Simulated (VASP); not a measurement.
# Sn (diamond): a r²SCAN single-point calculation in VASP

INCAR

```
METAGGA = R2SCAN
LREAL = .FALSE.
EDIFF = 1E-7
LWAVE = .FALSE.
ISMEAR = -1
ISIF = 2
NSW = 0
LCHARG = .FALSE.
IBRION = -1
PREC = Accurate
LASPH = .TRUE.
NBANDS = 21
ALGO = Normal
NELM = 120
SIGMA = 0.02
ENCUT = 520
```

KPOINTS

```
KPOINTS created by Atomic Simulation Environment
0
Gamma
6 6 6
0 0 0
```

KPOINTS_OPT

```
special points
6
Reciprocal
0.0000000000 0.0000000000 0.0000000000 1
0.5000000000 0.0000000000 0.5000000000 1
0.5000000000 0.2500000000 0.7500000000 1
0.3750000000 0.3750000000 0.7500000000 1
0.5000000000 0.5000000000 0.5000000000 1
0.6250000000 0.2500000000 0.6250000000 1
```

POSCAR

```
Sn
 1.0000000000000000
     0.0000000000000000    3.2844597813481733    3.2844597813481733
     3.2844597813481733   -0.0000000000000000    3.2844597813481733
     3.2844597813481733    3.2844597813481733   -0.0000000000000000
 Sn
   2
Cartesian
 -0.0000000000000000 -0.0000000000000000 -0.0000000000000000
  1.6422298906740866  1.6422298906740866  1.6422298906740866
```

VASP ran with the recommended PBE PAW datasets (28 valence electrons in the cell).

Command

```
mpirun -np 1 vasp_std
```

OSZICAR

```
N       E                     dE             d eps       ncg     rms          rms(c)
DAV:   1     0.186526306974E+03    0.18653E+03   -0.14700E+04   682   0.191E+03
DAV:   2    -0.269340759602E+02   -0.21346E+03   -0.20917E+03   677   0.461E+02
DAV:   3    -0.527432787078E+02   -0.25809E+02   -0.25610E+02   767   0.146E+02
DAV:   4    -0.536478834618E+02   -0.90460E+00   -0.90415E+00   772   0.303E+01
DAV:   5    -0.536877686355E+02   -0.39885E-01   -0.39884E-01  1011   0.590E+00    0.470E+00
DAV:   6    -0.494632492121E+02    0.42245E+01   -0.10792E+00   722   0.165E+01    0.232E+00
DAV:   7    -0.494601448706E+02    0.31043E-02   -0.51768E-02   837   0.203E+00    0.988E-01
DAV:   8    -0.494630726570E+02   -0.29278E-02   -0.16602E-02   875   0.761E-01    0.991E-02
DAV:   9    -0.494631774978E+02   -0.10484E-03   -0.35092E-03   858   0.896E-01    0.454E-02
DAV:  10    -0.494632037244E+02   -0.26227E-04   -0.13980E-04   792   0.116E-01    0.172E-02
DAV:  11    -0.494632010609E+02    0.26635E-05   -0.11036E-04   940   0.140E-01    0.156E-02
DAV:  12    -0.494632007348E+02    0.32612E-06   -0.39582E-06   847   0.180E-02    0.647E-03
DAV:  13    -0.494631979880E+02    0.27468E-05   -0.38621E-06   920   0.284E-02    0.573E-04
DAV:  14    -0.494631979838E+02    0.42041E-08   -0.85816E-08   470   0.296E-03
   1 F= -.49463198E+02 E0= -.49462911E+02  d E =-.574158E-03
       N       E                     dE             ncg
DAV:   1    -0.551582363136E+02   -0.49846E+04      252
DAV:   2    -0.132290230580E+04   -0.12677E+04      252
DAV:   3    -0.146186237947E+04   -0.13896E+03      287
DAV:   4    -0.146648766992E+04   -0.46253E+01      307
DAV:   5    -0.146671540623E+04   -0.22774E+00      398
DAV:   6    -0.146671741118E+04   -0.20049E-02      302
DAV:   7    -0.146671753161E+04   -0.12043E-03      388
DAV:   8    -0.146671753324E+04   -0.16337E-05      300
DAV:   9    -0.146671753330E+04   -0.56109E-07      232
```

From OUTCAR

```
k-points           NKPTS =     16   k-points in BZ     NKDIM =     16   number of bands    NBANDS=     21

   NELECT =      28.0000    total number of electrons

   dimension x,y,z NGX =    36 NGY =   36 NGZ =   36
   dimension x,y,z NGXF=    72 NGYF=   72 NGZF=   72

  energy-cutoff  :      520.00
  volume of cell :       70.86
      direct lattice vectors                 reciprocal lattice vectors
     0.000000000  3.284459781  3.284459781    -0.152232036  0.152232036  0.152232036
     3.284459781  0.000000000  3.284459781     0.152232036 -0.152232036  0.152232036
     3.284459781  3.284459781  0.000000000     0.152232036  0.152232036 -0.152232036

 k-points in reciprocal lattice and weights: KPOINTS created by Atomic Simulation Env
   0.00000000  0.00000000  0.00000000       0.005
   0.16666667  0.00000000  0.00000000       0.037
   0.33333333  0.00000000  0.00000000       0.037
   0.50000000  0.00000000  0.00000000       0.019
   0.16666667  0.16666667  0.00000000       0.028
   0.33333333  0.16666667  0.00000000       0.111
   0.50000000  0.16666667  0.00000000       0.111
  -0.33333333  0.16666667  0.00000000       0.111
   ...

 E-fermi :   5.2137

 k-point     1 :       0.0000    0.0000    0.0000
  band No.  band energies     occupation
      1     -17.1271      2.00000
      2     -17.1271      2.00000
      3     -17.1271      2.00000
      4     -17.0657      2.00000
      5     -17.0657      2.00000
      6     -16.7714      2.00000
      7     -16.7714      2.00000
      8     -16.7714      2.00000
      9     -16.7563      2.00000
     10     -16.7563      2.00000
     11      -5.6794      2.00000
     12       4.5789      2.00000
     13       5.2081      1.13804
     14       5.2081      1.13779
     15       5.2081      1.13779
     16       7.4201      0.00000
     17       7.4201      0.00000
     18       7.4201      0.00000
     19      10.5621      0.00000
     20      13.3766      0.00000
     21      13.3766      0.00000

 k-point     2 :       0.1667    0.0000    0.0000
  band No.  band energies     occupation
      1     -17.1425      2.00000
      2     -17.1425      2.00000
      3     -17.1210      2.00000
      4     -17.0430      2.00000
      5     -17.0430      2.00000
      6     -16.7968      2.00000
      7     -16.7968      2.00000
      8     -16.7790      2.00000
      9     -16.7352      2.00000
     10     -16.7352      2.00000
     11      -5.4082      2.00000
     12       2.3042      2.00000
     13       4.7651      2.00000
     14       4.7651      2.00000
     15       5.8034      0.00000
     16       7.9932      0.00000
     17       7.9932      0.00000
     18       8.6594      0.00000
     19      11.6525      0.00000
     20      12.3878      0.00000
     21      12.3878      0.00000

 k-point     3 :       0.3333    0.0000    0.0000
  band No.  band energies     occupation
      1     -17.1579      2.00000
      2     -17.1579      2.00000
      3     -17.1081      2.00000
      4     -17.0156      2.00000
      5     -17.0156      2.00000
      6     -16.8179      2.00000
      7     -16.8179      2.00000
      8     -16.7948      2.00000
      9     -16.7204      2.00000
     10     -16.7204      2.00000
     11      -4.6650      2.00000
     12      -0.0563      2.00000
     13       4.2027      2.00000
     14       4.2027      2.00000
     15       5.4336      0.00003
     16       8.5168      0.00000
     17       8.5168      0.00000
     18      11.0387      0.00000
     19      11.7006      0.00000
     20      12.8096      0.00000
     21      12.8096      0.00000

 k-point     4 :       0.5000    0.0000    0.0000
  band No.  band energies     occupation
      1     -17.1622      2.00000
      2     -17.1622      2.00000
      3     -17.1013      2.00000
      4     -17.0070      2.00000
      5     -17.0069      2.00000
      6     -16.8233      2.00000
      7     -16.8233      2.00000
      8     -16.8030      2.00000
      9     -16.7165      2.00000
     10     -16.7165      2.00000
     11      -4.0365      2.00000
     12      -1.2498      2.00000
     13       3.9913      2.00000
     14       3.9913      2.00000
     15       5.2644      0.14653
     16       8.5525      0.00000
     17       8.5525      0.00000
     18      11.1626      0.00000
     19      13.9506      0.00000
     20      14.3333      0.00000
     21      14.3336      0.00000

 k-point     5 :       0.1667    0.1667    0.0000
  band No.  band energies     occupation
      1     -17.1412      2.00000
      2     -17.1412      2.00000
      3     -17.1348      2.00000
      4     -17.0444      2.00000
      5     -17.0172      2.00000
      6     -16.8433      2.00000
      7     -16.7765      2.00000
      8     -16.7513      2.00000
      9     -16.7513      2.00000
     10     -16.7326      2.00000
     11      -5.3143      2.00000
     12       2.2006      2.00000
     13       4.1464      2.00000
     14       4.1464      2.00000
     15       6.7042      0.00000
     16       7.2356      0.00000
     17       8.9438      0.00000
     18       8.9439      0.00000
     19      11.1953      0.00000
     20      12.1112      0.00000
     21      13.7007      0.00000

 k-point     6 :       0.3333    0.1667    0.0000
  band No.  band energies     occupation
      1     -17.1677      2.00000
      2     -17.1562      2.00000
      3     -17.1088      2.00000
      4     -17.0161      2.00000
      5     -16.9818      2.00000
      6     -16.8792      2.00000
      7     -16.8071      2.00000
      8     -16.7726      2.00000
      9     -16.7275      2.00000
     10     -16.7095      2.00000
     11      -4.7068      2.00000
     12       0.3945      2.00000
     13       3.3304      2.00000
     14       3.6239      2.00000
     15       6.7889      0.00000
     16       7.7060      0.00000
     17       9.5681      0.00000
     18       9.7069      0.00000
     19      12.2979      0.00000
     20      13.2163      0.00000
     21      13.8250      0.00000

 k-point     7 :       0.5000    0.1667    0.0000
  band No.  band energies     occupation
      1     -17.1842      2.00000
      2     -17.1673      2.00000
      3     -17.0761      2.00000
      4     -16.9894      2.00000
      5     -16.9789      2.00000
      6     -16.8740      2.00000
      7     -16.8377      2.00000
      8     -16.8107      2.00000
      9     -16.7103      2.00000
     10     -16.6922      2.00000
     11      -3.8817      2.00000
     12      -1.1736      2.00000
     13       2.6558      2.00000
     14       3.5487      2.00000
     15       6.5821      0.00000
     16       8.4670      0.00000
     17       9.5168      0.00000
     18      10.6563      0.00000
     19      12.9099      0.00000
     20      14.2152      0.00000
     21      14.4341      0.00000

 k-point     8 :      -0.3333    0.1667    0.0000
  band No.  band energies     occupation
      1     -17.1801      2.00000
      2     -17.1702      2.00000
      3     -17.0727      2.00000
      4     -17.0051      2.00000
      5     -16.9798      2.00000
      6     -16.8548      2.00000
      7     -16.8331      2.00000
      8     -16.8231      2.00000
      9     -16.7040      2.00000
     10     -16.6992      2.00000
     11      -4.1387      2.00000
     12      -0.7539      2.00000
     13       2.5129      2.00000
     14       3.9428      2.00000
     15       6.6127      0.00000
     16       8.7619      0.00000
     17       9.0377      0.00000
     18      10.8333      0.00000
     19      12.3545      0.00000
     20      12.7890      0.00000
     21      14.2335      0.00000

 k-point     9 :      -0.1667    0.1667    0.0000
  band No.  band energies     occupation
      1     -17.1609      2.00000
      2     -17.1574      2.00000
      3     -17.1033      2.00000
      4     -17.0295      2.00000
      5     -17.0065      2.00000
      6     -16.8356      2.00000
      7     -16.8159      2.00000
      8     -16.7780      2.00000
      9     -16.7299      2.00000
     10     -16.7123      2.00000
     11      -4.9692      2.00000
     12       0.9771      2.00000
     13       3.1712      2.00000
     14       4.5967      2.00000
     15       6.6343      0.00000
     16       8.2509      0.00000
     17       8.4850      0.00000
     18       9.5592      0.00000
     19      11.6157      0.00000
     20      12.8884      0.00000
     21      13.0128      0.00000

 ...

  Total       -0.0075423     -0.0075423     -0.0075423      0.0000000      0.0000000     -0.0000000
  in kB       -0.1705277     -0.1705277     -0.1705277      0.0000000      0.0000000     -0.0000000
  external PRESSURE =      -0.1705277 kB  Pullay stress =       0.0000000 kB

 POSITION                                       TOTAL-FORCE (eV/Angst)
 -----------------------------------------------------------------------------------
      0.00000      0.00000      0.00000         0.000000      0.000000      0.000000
      1.64223      1.64223      1.64223        -0.000000     -0.000000     -0.000000
 -----------------------------------------------------------------------------------
    total drift:                                0.000000      0.000000      0.000000

  FREE ENERGIE OF THE ION-ELECTRON SYSTEM (eV)
  ---------------------------------------------------
  free  energy   TOTEN  =       -49.4631979838 eV

  energy  without entropy=      -49.4626238261  energy(sigma->0) =      -49.46291090
```

```yaml
gap_between_bands_v_and_c: 0.00 eV
least_direct_gap: 0.00 eV
pressure: 0.0 GPa
```

Band v is the last that the valence electrons fill when counted band by band, and c is the next.

The run took about 2.2 min on one core of a shared host (Intel Xeon Platinum 8488C) and held 0.21 GiB at most.
